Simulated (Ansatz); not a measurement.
# Cd: stress in a strained cell

Cd is deformed so: equal xx and yy strain of +2 %. What stress and forces result, by LAPW, PAW and all-electron datasets made for the crystal?

Program: Ansatz 0.2.0. Level of theory: DFT PBE, scalar-relativistic. These are calculated values, not measurements.

### 1 The structure to begin with

It takes space group P6_3/mmc (No. 194, hexagonal). The conventional cell has a = 2.979 Å, b = 2.979 Å, c = 5.618 Å, α = 90.00°, β = 90.00°, γ = 120.00°. Cd (site symmetry -6m2) is surrounded by 12 Cd at 2.98 to 3.29 Å.

As a file:

```
CELL_PARAMETERS angstrom
2.97887 0.00000 0.00000
-1.48944 2.57978 0.00000
0.00000 0.00000 5.61765
ATOMIC_POSITIONS crystal
Cd 0.33333 0.66667 0.25000
Cd 0.66667 0.33333 0.75000
```

Atoms are numbered in the order of the input: Cd1, Cd2.

### 2 After the deformation

Space group P6_3/mmc before, P6_3/mmc after.

### 3 LAPW, all electrons

File input.yaml:

```yaml
crystal:
  lattice:
    - [3.0384499583, 0.0, 0.0]
    - [-1.5192249791, 2.6313748519, 0.0]
    - [0.0, 0.0, 5.61765]
  atoms:
    - { symbol: Cd, position: [0.3333333333, 0.6666666667, 0.25] }
    - { symbol: Cd, position: [0.6666666667, 0.3333333333, 0.75] }
kpoints:
  mp_grid: { grid: [14, 14, 7] }
  band_path:
    path:
      - [0.0, 0.0, 0.0]
      - [0.5, 0.0, 0.0]
      - [0.3333333333, 0.3333333333, 0.0]
      - [0.0, 0.0, 0.0]
      - [0.0, 0.0, 0.5]
      - [0.5, 0.0, 0.5]
      - [0.3333333333, 0.3333333333, 0.5]
      - [0.0, 0.0, 0.5]
      - [0.5, 0.0, 0.5]
    npoints: 5
scf:
  occupations: { method: fermi_dirac, width: 0.05 }
hamiltonian:
  xc: pbe
  pseudopotentials: { kind: all_electron, lapw: { basis_error: 0.00025 } }
output:
  forces: true
  stress: true
  eigenvalues: true
```

Started as:

```
$ ansatz run input.yaml --threads 1 --pin off --max-ram 3072MiB --backend cpu --events-out ev --progress --plain --runs-dir out
```

What it wrote, cut to the lines that bear on the results:

```text
LAPW: plane waves up to 8.044 Å⁻¹, error target 2.5e-4 eV per atom; small_component_spin mean_spin; Cd in spheres of 1.519 Å, 20 of its electrons in bands, Dirac shells []
[...]
Pseudopotentials: kind: all_electron
Pseudopotential: Cd, LAPW, valence charge 20, Koelling and Harmon's equation, gaussian nucleus
Functional definition: PBE
[...]
Crystal: 2 atoms, lattice volume = 44.915 Å³
Basis set: ecut = 246.54517951345017 eV, 387 PW (Γ), exchange–correlation at level 2
Bands: 24, of which v1, the nominal top of the filled ones, is band 20 counted from 1 (19 counted from 0)
Symmetry: 24 space group operations
Space group: P63/mmc (ITA 194), of the structure as read, at distance tolerance 3.6e-5 Å
k-points: 96 of 1372
[...]
SCF iter   1: F=—  HF=-304470.971871 eV  |F-HF|=—  |Δ(HF+E_count)|=         —  Δρ=1.24e-2  dr2=5.30e-2  ethr=1.32e-4  ⟨swp⟩=3.0  Hψ=15773  notcnv=0
[...]
SCF iter   8: F=-304470.876252 eV  HF=-304470.876252 eV  |F-HF|=1.69e-9  |Δ(HF+E_count)|=   5.94e-9  Δρ=8.09e-6  dr2=3.44e-8  ethr=1.46e-9  ⟨swp⟩=2.0  Hψ=6651  notcnv=0
[...]
NSCF: frozen V_eff on 41 k-points
SCF converged after 8 iterations
Free energy (F): -304470.876252 eV
[...]
E sigma→0 (E₀):  -304470.873191 eV
Entropy (-TS):   -0.006123 eV (-3.062 meV/atom)
Fermi energy:    15.101138 eV
[...]
--- Forces (eV/Å), atoms counted from 1 ---
  atom   1  Cd     0.00000000    -0.00000000     0.00000000
  atom   2  Cd    -0.00000000     0.00000000     0.00000000
[...]
--- Stress (GPa, compression-positive) ---
        0.572991      -0.000000       0.000000
       -0.000000       0.572991       0.000000
        0.000000       0.000000       0.603128
  P = ⅓ Tr σ = 0.5830 GPa (5.830 kbar)
--- Band table (eV; the first three rows and the last of 96) ---
  k-point 0: bands = ["-87.9693", "-87.9683", "-49.0284", "-49.0108", "-48.9961", "-48.9961", "-48.9941", "-48.9941", "5.3757", "5.6425", "5.9267", "5.9267", "5.9779", "5.9779", "6.3716", "6.3716", "6.4600", "6.6269", "6.6269", "12.2291", "12.2731", "25.6890", "28.5363", "29.0339"]
[...]
```

Run time: 22 s. Hardware: 1 thread of Intel Xeon Platinum 8488C (Sapphire Rapids), shared host; peak memory 0.46 GiB.

Read from it: pressure 0.58 GPa; no gap.

### 4 Frozen-core PAW

File input.yaml:

```yaml
crystal:
  lattice:
    - [3.0384499583, 0.0, 0.0]
    - [-1.5192249791, 2.6313748519, 0.0]
    - [0.0, 0.0, 5.61765]
  atoms:
    - { symbol: Cd, position: [0.3333333333, 0.6666666667, 0.25] }
    - { symbol: Cd, position: [0.6666666667, 0.3333333333, 0.75] }
kpoints:
  mp_grid: { grid: [14, 14, 7] }
scf:
  occupations: { method: fermi_dirac, width: 0.05 }
hamiltonian:
  xc: pbe
  pseudopotentials: { kind: paw }
output:
  forces: true
  stress: true
  eigenvalues: true
  efg: { contact_densities: true }
  write_density: true
  write_potential: true
  elf: true
  volumetric_format: npy
```

Started as:

```
$ ansatz run input.yaml --threads 1 --pin off --max-ram 3072MiB --backend cpu --events-out ev --progress --plain --runs-dir out
```

What it wrote, cut to the lines that bear on the results:

```text
Cd: output.efg is read without spin–orbit coupling, which moves field gradients at and beside such atoms by some per cent and up to a factor of two; PAW files take it under magnetization.noncollinear and magnetization.spin_orbit
[...]
Pseudopotentials: kind: paw
Pseudopotential: Cd, paw, valence charge 20, recommended cutoff 420 eV (normal)
[... 1 set-up line as earlier in the session ...]
[...]
Crystal: 2 atoms, lattice volume = 44.915 Å³
Basis set: ecut = 420 eV, 871 PW (Γ), exchange–correlation on 48×48×80 points (8 copies of the dense FFT grid, shifted against one another)
Bands: 24, of which v1, the nominal top of the filled ones, is band 20 counted from 1 (19 counted from 0)
[... 2 set-up lines as earlier in the session ...]
k-points: 96 of 1372
[...]
Free energy (F): -16508.899596 eV
[...]
E sigma→0 (E₀):  -16508.896536 eV
Entropy (-TS):   -0.006121 eV (-3.061 meV/atom)
Fermi energy:    14.006691 eV
[...]
--- Forces (eV/Å), atoms counted from 1 ---
  atom   1  Cd     0.00000000    -0.00000000     0.00000000
  atom   2  Cd     0.00000000     0.00000000     0.00000000
[...]
--- Stress (GPa, compression-positive) ---
        0.568265      -0.000000       0.000000
       -0.000000       0.568265       0.000000
        0.000000       0.000000       0.597777
  P = ⅓ Tr σ = 0.5781 GPa (5.781 kbar)
--- PAW observables at the nuclei: V_zz in 10²¹ V/m², potentials from the cell's mean, atoms counted from 1 ---
  atom   1  Cd V_zz =    +6.008995   η = 0.0000   by run symmetry: allowed
            electrostatic potential = -7709.652192 V   contact ρ = 1035947.113326 e/Å³
  atom   2  Cd V_zz =    +6.008995   η = 0.0000   by run symmetry: allowed
            electrostatic potential = -7709.652192 V   contact ρ = 1035947.113326 e/Å³
--- Band table (eV; the first three rows and the last of 96) ---
[... band rows left out ...]
[...]
```

Wall time 6 s (1 thread of Intel Xeon Platinum 8488C (Sapphire Rapids), shared host); peak memory 0.45 GiB.

Read from it: pressure 0.58 GPa; no gap; Vzz Cd1 6.01 (η = 0.00) (10²¹ V/m²).

Density in a lattice plane of the grid's cell (edges 3.04 and 5.62 Å, at 0.333 of the third edge), which holds Cd.

Values in e/Å³, 12 rows by 6 columns:
```
 0.15  0.10  0.16  0.46  0.93  0.47
 0.35  0.15  0.39  3.63 10.10  3.74
 0.55  0.18  0.65  8.67 24.15  8.91
 0.35  0.15  0.39  3.65 10.13  3.75
 0.15  0.10  0.15  0.43  0.81  0.43
 0.10  0.09  0.10  0.12  0.15  0.12
 0.15  0.19  0.15  0.11  0.10  0.11
 0.35  0.64  0.39  0.17  0.13  0.16
 0.55  1.23  0.64  0.21  0.15  0.20
 0.35  0.64  0.39  0.17  0.13  0.16
 0.15  0.19  0.16  0.11  0.10  0.11
 0.10  0.09  0.10  0.12  0.14  0.12
```
Columns run along the first of these edges and rows up along the second, over one cell in 6 and 12 even steps from the bottom left corner. Atoms in the plane (fractional): Cd at (0.67, 0.75).

ELF in the same plane.

Ten even steps from '0' (0.17) to '9' (0.89):
```
000000000000
000000122210
000001345431
000002478742
000003589853
000002478742
000001344431
000000122210
000000000000
000000000000
000000000000
000000011100
000000011100
011100012100
011100012100
011100012100
000000011100
000000011100
000000000000
000000000000
```
Columns run along the first of these edges and rows up along the second, over one cell in 12 and 20 even steps from the bottom left corner. Atoms in the plane (fractional): Cd at (0.67, 0.75).

Both are smooth fields of the valence electrons: close to the nuclei they are not physical.

### 5 Datasets made for this crystal

Changes to input.yaml since step 4:

```diff
@@ -14,3 +14,3 @@
   xc: pbe
-  pseudopotentials: { kind: paw }
+  pseudopotentials: { kind: all_electron, datasets: crystal }
 output:
@@ -20,5 +20 @@
   efg: { contact_densities: true }
-  write_density: true
-  write_potential: true
-  elf: true
-  volumetric_format: npy
```

Started as:

```
$ ansatz run input.yaml --threads 1 --pin off --max-ram 3072MiB --backend cpu --events-out ev --progress --plain --runs-dir out
```

What it wrote, cut to the lines that bear on the results:

```text
[...]
band count auto-derived: 17 (N_el = 24.0; filled up to band 12; 16 by the electrons, moments and atoms)
Cd: output.efg is read without spin–orbit coupling, which moves field gradients at and beside such atoms by some per cent and up to a factor of two; PAW files take it under magnetization.noncollinear and magnetization.spin_orbit
[...]
[... 1 set-up line as earlier in the session ...]
Pseudopotential: Cd, paw, valence charge 12, recommended cutoff 260 eV (normal), Koelling and Harmon's equation, gaussian nucleus
[... 1 set-up line as earlier in the session ...]
[...]
Crystal: 2 atoms, lattice volume = 44.915 Å³
Basis set: ecut = 260 eV, 411 PW (Γ), exchange–correlation on 32×32×60 points (8 copies of the dense FFT grid, shifted against one another)
Bands: 17, of which v1, the nominal top of the filled ones, is band 12 counted from 1 (11 counted from 0)
[... 1 set-up line as earlier in the session ...]
[...]
--- Forces (eV/Å), atoms counted from 1 ---
  atom   1  Cd     0.00000000    -0.00000000     0.00000000
  atom   2  Cd    -0.00000000     0.00000000     0.00000000
[...]
--- Stress (GPa, compression-positive) ---
        0.572016       0.000000       0.000000
       -0.000000       0.572016       0.000000
        0.000000       0.000000       0.602433
  P = ⅓ Tr σ = 0.5822 GPa (5.822 kbar)
--- PAW observables at the nuclei: V_zz in 10²¹ V/m², potentials from the cell's mean, atoms counted from 1 ---
  atom   1  Cd V_zz =    +6.105761   η = 0.0000   by run symmetry: allowed
            electrostatic potential = -7709.610329 V   contact ρ = 1035927.489266 e/Å³
  atom   2  Cd V_zz =    +6.105761   η = 0.0000   by run symmetry: allowed
            electrostatic potential = -7709.610329 V   contact ρ = 1035927.489266 e/Å³
--- Band table (eV; the first three rows and the last of 96) ---
  k-point 0: bands = ["5.3757", "5.6426", "5.9267", "5.9267", "5.9779", "5.9779", "6.3716", "6.3716", "6.4599", "6.6270", "6.6270", "12.2291", "12.2730", "25.6890", "28.5360"]
[...]
```

It took 9.5 s on 1 thread of Intel Xeon Platinum 8488C (Sapphire Rapids), shared host; peak memory 0.45 GiB.

Result: pressure 0.58 GPa; no gap; Vzz Cd1 6.11 (η = 0.00) (10²¹ V/m²).

### 6 Stress and forces compared

Stress (GPa, compression positive):

| method | xx | yy | zz | yz | xz | xy |
| --- | --- | --- | --- | --- | --- | --- |
| LAPW | 0.57 | 0.57 | 0.60 | 0.00 | 0.00 | 0.00 |
| PAW | 0.57 | 0.57 | 0.60 | 0.00 | 0.00 | 0.00 |
| crystal datasets | 0.57 | 0.57 | 0.60 | 0.00 | 0.00 | 0.00 |

| method | pressure (GPa) | Vzz Cd1 (10²¹ V/m²) | SCF cycles, all passes |
| --- | --- | --- | --- |
| LAPW | 0.58 | – | 8 |
| PAW | 0.58 | 6.01 | 6 |
| crystal datasets | 0.58 | 6.11 | 9 |

### 7 Results

| quantity | value |
| --- | --- |
| pressure | LAPW 0.58, PAW 0.58, crystal datasets 0.58 GPa |
| largest shear or deviatoric stress (LAPW) | 0.02 GPa |

**Reading.** The largest part of the stress beyond the pressure is 0.02 GPa in size, in the zz component; the atoms are carried along and not relaxed. No run of the undeformed cell stands beside it, so the pressure holds what the given cell had before the change. PAW: stress within 0.01 GPa of LAPW. Crystal datasets: stress within 0.01 GPa of LAPW.
